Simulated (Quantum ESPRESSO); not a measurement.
# AlN under changes of volume

One of the cells (10.417 Å³/atom); the others are scaled copies at fixed shape and fractional positions:

```
Al N
1.0
     0.00000    2.18399    2.18399
     2.18399    0.00000    2.18399
     2.18399    2.18399    0.00000
Al N
1 1
Direct
  0.00000 0.00000 0.00000
  0.25000 0.25000 0.25000
```

Measurements of this composition are mostly on another form, of space group No. 186.

```yaml
Program: Quantum ESPRESSO 7.5
Functional: r2SCAN
Potentials_or_basis: SG15 PBE 1.2
Cutoff: 1197 eV
Density_cutoff: 4789 eV
k_mesh: 8 × 8 × 8
Occupations: fermi-dirac, width 0.05 eV
Spin: no spin polarisation
```

```tsv
volume (Å³/atom)	energy over the lowest point (meV/atom)	pressure (GPa)	gap on the mesh (eV)
9.792	32.78	16.2	3.96
10.001	15.29	10.7	3.94
10.209	4.57	5.8	3.93
10.417	0.00	1.3	3.91
10.626	?	?	?
10.834	7.03	-6.5	3.88
11.042	17.65	-9.8	3.86
```

**Question.** What does the run at 10.626 Å³/atom give?

**Answer.** Energy over the lowest point 0.99 meV/atom; pressure -2.8 GPa; gap on the mesh 3.90 eV.

Worked out: A Birch-Murnaghan fit of order 3 (a polynomial in V^(-2/3)) to the other rows has its minimum at 10.48 Å³/atom with B0 = V·E''(V) = 209 GPa and B' = 3.8. It gives 0.98 meV/atom at 10.626 Å³/atom, against the run's 0.99, and -dE/dV = -2.8 GPa, against -2.8. A straight line through the other rows of the gap, of slope -0.814 eV per unit of ln V, gives 3.89 eV, against the run's 3.90.

Energies are extrapolated to zero smearing.

Caveats: the potentials were made for another functional, which shifts forces and pressure.

A mesh can miss the band edges.
